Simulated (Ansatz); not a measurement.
# Boron, diamond under PBEsol: ground state and equation of state, part 2 of 2

What does PBEsol give for boron in the diamond structure? We relax it, solve it on a dense k-mesh, then scale the cell to 7 volumes from 88 to 112 % of the relaxed one and try a fit of the equation of state. Spin polarisation is left out. The k-meshes are 13×13×13 for the relaxation; 22×22×22 for the dense run; 15×15×15 for the volumes.

Ansatz 0.2.0; DFT, PBEsol, plane waves (420 eV) with PAW, scalar-relativistic.

## (4) At 88 % of the relaxed volume

input.yaml

```yaml
crystal:
  lattice:
    - [0.0, 1.932350743, 1.932350743]
    - [1.932350743, 0.0, 1.932350743]
    - [1.932350743, 1.932350743, 0.0]
  atoms:
    - { symbol: B, position: [0.125, 0.125, 0.125] }
    - { symbol: B, position: [0.875, 0.875, 0.875] }
hamiltonian:
  xc: pbesol
  pseudopotentials:
    kind: paw
    azcp:
      B: "pseudopotentials/B.paw.azcp"
basis:
  ecutwfc: 420
  fft_grid_basis: typed
kpoints:
  mp_grid: { grid: [15, 15, 15], shift: [0, 0, 0] }
magnetization:
  spin_polarized: false
scf:
  occupations: { method: fermi_dirac, width: 0.1 }
  lower_state_search: "off"
output:
  stress: true
  write_density: true
  write_potential: true
  elf: true
  volumetric_format: npy
```

On the command line:

```console
$ ansatz run input.yaml --threads 2 --pin off --max-ram 5120MiB --backend cpu --events-out ev --progress --plain --runs-dir out
```

The log of the run, shortened:

```text
Warning: <dir> the record states the generating functional pbe (its physics header spells it `PBE`), which answers neither for hamiltonian.xc's functional nor for the pbesol family's — results may be inconsistent (PPs are generated against a specific XC)
Warning: RAYON_NUM_THREADS=2 ignored (pool sized by the plan → 2); use --threads N
[...]
Pseudopotentials: kind: paw
Pseudopotential: B, paw, valence charge 3, recommended cutoff 420 eV (normal), <dir>
Functional definition: PBEsol
[...]
Crystal: 2 atoms, lattice volume = 14.431 Å³
Basis set: ecut = 420 eV, 283 PW (Γ)
Bands: 7, of which v1, the nominal top of the filled ones, is band 3 counted from 1 (2 counted from 0)
Symmetry: 48 space group operations
Space group: Fd-3m (ITA 227), of the structure as read, at distance tolerance 2.4e-5 Å
k-points: 120 of 3375
[...]
SCF iter   1: F=—  HF=-303.238268 eV  |F-HF|=—  |Δ(HF+E_count)|=         —  Δρ=4.11e-3  dr2=2.31e-3  ethr=1.77e-3  ⟨swp⟩=4.6  Hψ=5674  notcnv=0
[...]
SCF iter   6: F=-303.237240 eV  HF=-303.237240 eV  |F-HF|=2.27e-13  |Δ(HF+E_count)|=  2.41e-11  Δρ=7.34e-8  dr2=3.99e-13  ethr=1.22e-12  ⟨swp⟩=3.9  Hψ=3055  notcnv=0
[...]
SCF converged after 6 iterations
Free energy (F): -303.237240 eV
[...]
E sigma→0 (E₀):  -303.224479 eV
Entropy (-TS):   -0.025521 eV (-12.760 meV/atom)
Fermi energy:    8.042986 eV
[...]
--- Stress (GPa, compression-positive) ---
       29.118351       0.000000      -0.000000
       -0.000000      29.118351       0.000000
        0.000000       0.000000      29.118351
  P = ⅓ Tr σ = 29.1184 GPa (291.184 kbar)
--- Band table (eV; the first three rows and the last of 120) ---
  k-point 0: bands = ["-5.8984", "12.5979", "12.5979", "12.5979", "16.9662", "16.9662", "16.9662"]
[...]
```

Wall time 0.73 s (2 threads of Arm Neoverse V1, shared host); peak memory 0.26 GiB.

Axes a, b and c in the maps are those of this run's conventional cell (a, b, c = 3.865, 3.865, 3.865 Å).

Density in a lattice plane of the grid's cell (edges 3.86 and 3.86 Å, at 0.125 of the third edge), which holds B.

Ten even steps from '0' (0.10 e/Å³) to '9' (0.74 e/Å³):
```
778887765432221112223456
555555554443333333334445
333333334445555555554443
221112223456778887765432
110001123457999999975432
100000113468998889986431
000000012468985458986421
000000012468985458986421
100000113468998889986431
110001123457999999975432
221112223456778887765432
333333334445555555554443
555555554443333333334445
778887765432221112223456
999999975432110001123457
998889986431100000113468
985458986421000000012468
985458986421000000012468
998889986431100000113468
999999975432110001123457
```
Columns run along the first of these edges and rows up along the second, over one cell in 24 and 20 even steps from the bottom left corner. Atoms in the plane (fractional): B at (0.12, 0.12), B at (0.62, 0.62).

ELF in the same plane.

Ten even steps from ' ' (0.00) to '@' (0.74):
```
@@@@%%%%%%@@@@@@@@##**++======--======++**##@@@@
@@%%%%%%%%%%@@%%%%########**********########%%%%
##**********########%%%%@@%%%%%%%%%%@@%%%%######
======--======++**##@@@@@@@@%%%%%%@@@@@@@@##**++
--::....::::--==**%%@@@@@@%%**++**%%@@@@@@%%**==
::....  ....::--**##@@@@##==::..::==##@@@@##**--
....      ....--++##%%%%++::      ::++%%%%##++--
....      ....--++##%%%%++::      ::++%%%%##++--
::....  ....::--**##@@@@##==::..::==##@@@@##**--
--::::..::::--==**%%@@@@@@%%**++**%%@@@@@@%%**==
======--======++**##@@@@@@@@%%%%%%@@@@@@@@##**++
##**********########%%%%@@%%%%%%%%%%@@%%%%######
@@%%%%%%%%%%@@%%%%########**********########%%%%
@@@@%%%%%%@@@@@@@@##**++======--======++**##@@@@
@@%%**++**%%@@@@@@%%**==--::....::::--==**%%@@@@
##==::..::==##@@@@##**--::....  ....::--**##@@@@
++::      ::++%%%%##++--....      ....--++##%%%%
++::      ::++%%%%##++--....      ....--++##%%%%
##==::..::==##@@@@##**--::....  ....::--**##@@@@
@@%%**++**%%@@@@@@%%**==--::::..::::--==**%%@@@@
```
Columns run along the first of these edges and rows up along the second, over one cell in 24 and 20 even steps from the bottom left corner. Atoms in the plane (fractional): B at (0.12, 0.12), B at (0.62, 0.62).

Both are smooth fields of the valence electrons: close to the nuclei they are not physical.

The highest ELF values outside the cores: 0.90 on the B–B line, 0.8 Å from B.

## (5) At 92 % of the relaxed volume

Edit input.yaml of step 4 so:

```diff
@@ -2,5 +2,5 @@
   lattice:
-    - [0.0, 1.932350743, 1.932350743]
-    - [1.932350743, 0.0, 1.932350743]
-    - [1.932350743, 1.932350743, 0.0]
+    - [0.0, 1.9611960515, 1.9611960515]
+    - [1.9611960515, 0.0, 1.9611960515]
+    - [1.9611960515, 1.9611960515, 0.0]
   atoms:
```

On the command line:

```console
$ ansatz run input.yaml --threads 2 --pin off --max-ram 5120MiB --backend cpu --events-out ev --progress --plain --runs-dir out
```

The log of the run, shortened:

```text
Warning: <dir> the record states the generating functional pbe (its physics header spells it `PBE`), which answers neither for hamiltonian.xc's functional nor for the pbesol family's — results may be inconsistent (PPs are generated against a specific XC)
Warning: RAYON_NUM_THREADS=2 ignored (pool sized by the plan → 2); use --threads N
[...]
[... 3 set-up lines as earlier in the session ...]
[...]
Crystal: 2 atoms, lattice volume = 15.087 Å³
Basis set: ecut = 420 eV, 283 PW (Γ)
Bands: 7, of which v1, the nominal top of the filled ones, is band 3 counted from 1 (2 counted from 0)
[... 2 set-up lines as earlier in the session ...]
k-points: 120 of 3375
[...]
SCF iter   1: F=—  HF=-303.332856 eV  |F-HF|=—  |Δ(HF+E_count)|=         —  Δρ=3.49e-3  dr2=1.82e-3  ethr=1.77e-3  ⟨swp⟩=4.6  Hψ=5682  notcnv=0
[...]
SCF iter   6: F=-303.332056 eV  HF=-303.332056 eV  |F-HF|=1.14e-13  |Δ(HF+E_count)|=  1.92e-11  Δρ=2.84e-8  dr2=6.69e-14  ethr=1.52e-12  ⟨swp⟩=3.9  Hψ=3146  notcnv=0
[...]
SCF converged after 6 iterations
Free energy (F): -303.332056 eV
[...]
E sigma→0 (E₀):  -303.318690 eV
Entropy (-TS):   -0.026734 eV (-13.367 meV/atom)
Fermi energy:    7.535710 eV
[...]
--- Stress (GPa, compression-positive) ---
       17.558339       0.000000       0.000000
        0.000000      17.558339      -0.000000
       -0.000000      -0.000000      17.558339
  P = ⅓ Tr σ = 17.5583 GPa (175.583 kbar)
--- Band table (eV; the first three rows and the last of 120) ---
  k-point 0: bands = ["-6.0665", "11.9266", "11.9266", "11.9266", "16.2135", "16.2135", "16.2135"]
[...]
```

It took 0.75 s on 2 threads of Arm Neoverse V1, shared host; peak memory 0.26 GiB.

## (6) At 96 % of the relaxed volume

Edit input.yaml of step 5 so:

```diff
@@ -2,5 +2,5 @@
   lattice:
-    - [0.0, 1.9611960515, 1.9611960515]
-    - [1.9611960515, 0.0, 1.9611960515]
-    - [1.9611960515, 1.9611960515, 0.0]
+    - [0.0, 1.9892169237, 1.9892169237]
+    - [1.9892169237, 0.0, 1.9892169237]
+    - [1.9892169237, 1.9892169237, 0.0]
   atoms:
@@ -26,5 +26 @@
   stress: true
-  write_density: true
-  write_potential: true
-  elf: true
-  volumetric_format: npy
```

On the command line:

```console
$ ansatz run input.yaml --threads 2 --pin off --max-ram 5120MiB --backend cpu --events-out ev --progress --plain --runs-dir out
```

The log of the run, shortened:

```text
Warning: <dir> the record states the generating functional pbe (its physics header spells it `PBE`), which answers neither for hamiltonian.xc's functional nor for the pbesol family's — results may be inconsistent (PPs are generated against a specific XC)
Warning: RAYON_NUM_THREADS=2 ignored (pool sized by the plan → 2); use --threads N
[...]
[... 3 set-up lines as earlier in the session ...]
[...]
Crystal: 2 atoms, lattice volume = 15.743 Å³
Basis set: ecut = 420 eV, 331 PW (Γ)
Bands: 7, of which v1, the nominal top of the filled ones, is band 3 counted from 1 (2 counted from 0)
[... 2 set-up lines as earlier in the session ...]
k-points: 120 of 3375
[...]
SCF iter   1: F=—  HF=-303.384316 eV  |F-HF|=—  |Δ(HF+E_count)|=         —  Δρ=3.02e-3  dr2=1.48e-3  ethr=1.77e-3  ⟨swp⟩=4.6  Hψ=5679  notcnv=0
[...]
SCF iter   6: F=-303.383671 eV  HF=-303.383671 eV  |F-HF|=0.00e0  |Δ(HF+E_count)|=  1.19e-11  Δρ=4.08e-8  dr2=1.33e-13  ethr=1.70e-12  ⟨swp⟩=1.0  Hψ=2107  notcnv=0
[...]
SCF converged after 6 iterations
Free energy (F): -303.383671 eV
[...]
E sigma→0 (E₀):  -303.369693 eV
Entropy (-TS):   -0.027956 eV (-13.978 meV/atom)
Fermi energy:    7.067216 eV
[...]
--- Stress (GPa, compression-positive) ---
        7.942220      -0.000000      -0.000000
       -0.000000       7.942220       0.000000
       -0.000000      -0.000000       7.942220
  P = ⅓ Tr σ = 7.9422 GPa (79.422 kbar)
```

Wall time 0.56 s (2 threads of Arm Neoverse V1, shared host); peak memory 0.26 GiB.

## (7) At 100 % of the relaxed volume

Edit input.yaml of step 6 so:

```diff
@@ -2,5 +2,5 @@
   lattice:
-    - [0.0, 1.9892169237, 1.9892169237]
-    - [1.9892169237, 0.0, 1.9892169237]
-    - [1.9892169237, 1.9892169237, 0.0]
+    - [0.0, 2.0164698572, 2.0164698572]
+    - [2.0164698572, 0.0, 2.0164698572]
+    - [2.0164698572, 2.0164698572, 0.0]
   atoms:
```

On the command line:

```console
$ ansatz run input.yaml --threads 2 --pin off --max-ram 5120MiB --backend cpu --events-out ev --progress --plain --runs-dir out
```

The log of the run, shortened:

```text
Warning: <dir> the record states the generating functional pbe (its physics header spells it `PBE`), which answers neither for hamiltonian.xc's functional nor for the pbesol family's — results may be inconsistent (PPs are generated against a specific XC)
Warning: RAYON_NUM_THREADS=2 ignored (pool sized by the plan → 2); use --threads N
[...]
[... 3 set-up lines as earlier in the session ...]
[...]
Crystal: 2 atoms, lattice volume = 16.399 Å³
Basis set: ecut = 420 eV, 331 PW (Γ)
Bands: 7, of which v1, the nominal top of the filled ones, is band 3 counted from 1 (2 counted from 0)
[... 2 set-up lines as earlier in the session ...]
k-points: 120 of 3375
[...]
SCF iter   1: F=—  HF=-303.399842 eV  |F-HF|=—  |Δ(HF+E_count)|=         —  Δρ=2.73e-3  dr2=1.29e-3  ethr=1.77e-3  ⟨swp⟩=4.6  Hψ=5707  notcnv=0
[...]
SCF iter   6: F=-303.399293 eV  HF=-303.399293 eV  |F-HF|=1.71e-13  |Δ(HF+E_count)|=  8.41e-12  Δρ=6.67e-8  dr2=3.73e-13  ethr=3.11e-12  ⟨swp⟩=1.0  Hψ=2278  notcnv=0
[...]
SCF converged after 6 iterations
Free energy (F): -303.399293 eV
[...]
E sigma→0 (E₀):  -303.384704 eV
Entropy (-TS):   -0.029178 eV (-14.589 meV/atom)
Fermi energy:    6.633165 eV
[...]
--- Stress (GPa, compression-positive) ---
       -0.061185       0.000000       0.000000
        0.000000      -0.061185      -0.000000
        0.000000      -0.000000      -0.061185
  P = ⅓ Tr σ = -0.0612 GPa (-0.612 kbar)
```

Wall time 0.58 s (2 threads of Arm Neoverse V1, shared host); peak memory 0.26 GiB.

## (8) At 104 % of the relaxed volume

Edit input.yaml of step 7 so:

```diff
@@ -2,5 +2,5 @@
   lattice:
-    - [0.0, 2.0164698572, 2.0164698572]
-    - [2.0164698572, 0.0, 2.0164698572]
-    - [2.0164698572, 2.0164698572, 0.0]
+    - [0.0, 2.0430053983, 2.0430053983]
+    - [2.0430053983, 0.0, 2.0430053983]
+    - [2.0430053983, 2.0430053983, 0.0]
   atoms:
```

On the command line:

```console
$ ansatz run input.yaml --threads 2 --pin off --max-ram 5120MiB --backend cpu --events-out ev --progress --plain --runs-dir out
```

The log of the run, shortened:

```text
Warning: <dir> the record states the generating functional pbe (its physics header spells it `PBE`), which answers neither for hamiltonian.xc's functional nor for the pbesol family's — results may be inconsistent (PPs are generated against a specific XC)
Warning: RAYON_NUM_THREADS=2 ignored (pool sized by the plan → 2); use --threads N
[...]
[... 3 set-up lines as earlier in the session ...]
[...]
Crystal: 2 atoms, lattice volume = 17.054 Å³
Basis set: ecut = 420 eV, 331 PW (Γ)
Bands: 7, of which v1, the nominal top of the filled ones, is band 3 counted from 1 (2 counted from 0)
[... 2 set-up lines as earlier in the session ...]
k-points: 120 of 3375
[...]
SCF iter   1: F=—  HF=-303.385451 eV  |F-HF|=—  |Δ(HF+E_count)|=         —  Δρ=2.55e-3  dr2=1.19e-3  ethr=1.77e-3  ⟨swp⟩=4.6  Hψ=5715  notcnv=0
[...]
SCF iter   6: F=-303.384978 eV  HF=-303.384978 eV  |F-HF|=0.00e0  |Δ(HF+E_count)|=  3.34e-11  Δρ=8.15e-8  dr2=5.38e-13  ethr=3.46e-12  ⟨swp⟩=1.0  Hψ=2288  notcnv=0
[...]
SCF converged after 6 iterations
Free energy (F): -303.384978 eV
[...]
E sigma→0 (E₀):  -303.369780 eV
Entropy (-TS):   -0.030396 eV (-15.198 meV/atom)
Fermi energy:    6.229586 eV
[...]
--- Stress (GPa, compression-positive) ---
       -6.739342       0.000000      -0.000000
        0.000000      -6.739342      -0.000000
       -0.000000       0.000000      -6.739342
  P = ⅓ Tr σ = -6.7393 GPa (-67.393 kbar)
```

Wall time 0.58 s (2 threads of Arm Neoverse V1, shared host); peak memory 0.26 GiB.

## (9) At 108 % of the relaxed volume

Edit input.yaml of step 8 so:

```diff
@@ -2,5 +2,5 @@
   lattice:
-    - [0.0, 2.0430053983, 2.0430053983]
-    - [2.0430053983, 0.0, 2.0430053983]
-    - [2.0430053983, 2.0430053983, 0.0]
+    - [0.0, 2.0688689718, 2.0688689718]
+    - [2.0688689718, 0.0, 2.0688689718]
+    - [2.0688689718, 2.0688689718, 0.0]
   atoms:
```

On the command line:

```console
$ ansatz run input.yaml --threads 2 --pin off --max-ram 5120MiB --backend cpu --events-out ev --progress --plain --runs-dir out
```

The log of the run, shortened:

```text
Warning: <dir> the record states the generating functional pbe (its physics header spells it `PBE`), which answers neither for hamiltonian.xc's functional nor for the pbesol family's — results may be inconsistent (PPs are generated against a specific XC)
Warning: RAYON_NUM_THREADS=2 ignored (pool sized by the plan → 2); use --threads N
[...]
[... 3 set-up lines as earlier in the session ...]
[...]
Crystal: 2 atoms, lattice volume = 17.710 Å³
Basis set: ecut = 420 eV, 331 PW (Γ)
Bands: 7, of which v1, the nominal top of the filled ones, is band 3 counted from 1 (2 counted from 0)
[... 2 set-up lines as earlier in the session ...]
k-points: 120 of 3375
[...]
SCF iter   1: F=—  HF=-303.346029 eV  |F-HF|=—  |Δ(HF+E_count)|=         —  Δρ=2.46e-3  dr2=1.17e-3  ethr=1.77e-3  ⟨swp⟩=4.6  Hψ=5744  notcnv=0
[...]
SCF iter   6: F=-303.345626 eV  HF=-303.345626 eV  |F-HF|=5.68e-14  |Δ(HF+E_count)|=  1.72e-11  Δρ=7.62e-8  dr2=4.75e-13  ethr=3.58e-12  ⟨swp⟩=1.0  Hψ=2353  notcnv=0
[...]
SCF converged after 6 iterations
Free energy (F): -303.345626 eV
[...]
E sigma→0 (E₀):  -303.329827 eV
Entropy (-TS):   -0.031598 eV (-15.799 meV/atom)
Fermi energy:    5.853194 eV
[...]
--- Stress (GPa, compression-positive) ---
      -12.323582       0.000000       0.000000
       -0.000000     -12.323582       0.000000
        0.000000       0.000000     -12.323582
  P = ⅓ Tr σ = -12.3236 GPa (-123.236 kbar)
```

Wall time 0.59 s (2 threads of Arm Neoverse V1, shared host); peak memory 0.26 GiB.

## (10) At 112 % of the relaxed volume

Edit input.yaml of step 9 so:

```diff
@@ -2,5 +2,5 @@
   lattice:
-    - [0.0, 2.0688689718, 2.0688689718]
-    - [2.0688689718, 0.0, 2.0688689718]
-    - [2.0688689718, 2.0688689718, 0.0]
+    - [0.0, 2.094101568, 2.094101568]
+    - [2.094101568, 0.0, 2.094101568]
+    - [2.094101568, 2.094101568, 0.0]
   atoms:
```

On the command line:

```console
$ ansatz run input.yaml --threads 2 --pin off --max-ram 5120MiB --backend cpu --events-out ev --progress --plain --runs-dir out
```

The log of the run, shortened:

```text
Warning: <dir> the record states the generating functional pbe (its physics header spells it `PBE`), which answers neither for hamiltonian.xc's functional nor for the pbesol family's — results may be inconsistent (PPs are generated against a specific XC)
Warning: RAYON_NUM_THREADS=2 ignored (pool sized by the plan → 2); use --threads N
[...]
[... 3 set-up lines as earlier in the session ...]
[...]
Crystal: 2 atoms, lattice volume = 18.366 Å³
Basis set: ecut = 420 eV, 339 PW (Γ)
Bands: 7, of which v1, the nominal top of the filled ones, is band 3 counted from 1 (2 counted from 0)
[... 2 set-up lines as earlier in the session ...]
k-points: 120 of 3375
[...]
SCF iter   1: F=—  HF=-303.285698 eV  |F-HF|=—  |Δ(HF+E_count)|=         —  Δρ=2.42e-3  dr2=1.17e-3  ethr=1.77e-3  ⟨swp⟩=4.6  Hψ=5761  notcnv=0
[...]
SCF iter   6: F=-303.285341 eV  HF=-303.285341 eV  |F-HF|=0.00e0  |Δ(HF+E_count)|=  2.56e-11  Δρ=4.52e-8  dr2=1.47e-13  ethr=3.02e-12  ⟨swp⟩=1.0  Hψ=2351  notcnv=0
[...]
SCF converged after 6 iterations
Free energy (F): -303.285341 eV
[...]
E sigma→0 (E₀):  -303.268962 eV
Entropy (-TS):   -0.032758 eV (-16.379 meV/atom)
Fermi energy:    5.501223 eV
[...]
--- Stress (GPa, compression-positive) ---
      -16.989962      -0.000000       0.000000
       -0.000000     -16.989962      -0.000000
        0.000000      -0.000000     -16.989962
  P = ⅓ Tr σ = -16.9900 GPa (-169.900 kbar)
```

Run time: 0.65 s. Hardware: 2 threads of Arm Neoverse V1, shared host; peak memory 0.26 GiB.

## (11) Energy and pressure against volume

The cell was scaled evenly, with its shape and the fractional positions fixed.

```
V (Å³/atom)  E − E₀ (meV/atom)  P from the stress (GPa)  P from the fit (GPa)
      7.215               80.1                    29.12                 28.98
      7.543               33.0                    17.56                 17.41
      7.871                7.5                     7.94                  7.80
      8.199                0.0                    -0.06                 -0.21
      8.527                7.5                    -6.74                 -6.89
      8.855               27.5                   -12.32                -12.46
      9.183               57.9                   -16.99                -17.13
```

Fit (Birch-Murnaghan, third order): V₀ = 8.190 Å³/atom, B₀ = 183 GPa, B₀′ = 3.5, largest residual 0.01 meV/atom.

Fit and stress differ a little: one follows E(σ → 0), the other the smeared free energy.

## (12) What came out

What follows sums up all 2 parts.

```
                            quantity                         value
      space group (spins left aside)               Fd-3m (No. 227)
                   conventional cell                   a = 4.033 Å
                              volume                 8.199 Å³/atom
                   shortest distance                       1.746 Å
                     gap on the mesh  none (levels filled in part)
relative to alpha-rhombohedral (B12)                 +975 meV/atom
                         V₀, B₀, B₀′   8.190 Å³/atom, 183 GPa, 3.5
```

What this shows: The relaxation shrank the cell by 7.3 % in volume. Against the reference form of boron (alpha-rhombohedral (B12), computed apart with the same settings) it stands 975 meV/atom higher, so it is far from stable. Levels at the Fermi energy are filled in part, as in a metal. The fitted modulus is 183 GPa. Relaxation kept the symmetry; phonons were not checked.
